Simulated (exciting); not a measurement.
Crystal: MgS (Niningerite).

```
CELL_PARAMETERS angstrom
0.00000 2.60165 2.60165
2.60165 0.00000 2.60165
2.60165 2.60165 0.00000
ATOMIC_POSITIONS crystal
S 0.50000 0.50000 0.50000
Mg 0.00000 0.00000 0.00000
```

Base run:

| Quantity | Value |
| --- | --- |
| Program | exciting (release sodium) |
| Functional | PBEsol |
| Potentials or basis | all-electron LAPW+lo, shipped species files, valence relativity iora* |
| rgkmax | 7.5 |
| k mesh | 9 × 9 × 9 |
| Occupations | gaussian, width 0.02 eV |
| Spin | no spin polarisation |

Its results: band gap on the k mesh 2.84 eV, indirect (least direct gap 3.59 eV).

Problem. The run is repeated on the same cell with these changes: functional from PBEsol to PBE. What comes out?

Solution. Band gap on the k mesh 2.91 eV, indirect (least direct gap 3.72 eV).

Caveats: an odd mesh through Γ misses points on the zone boundary, where band edges often lie.
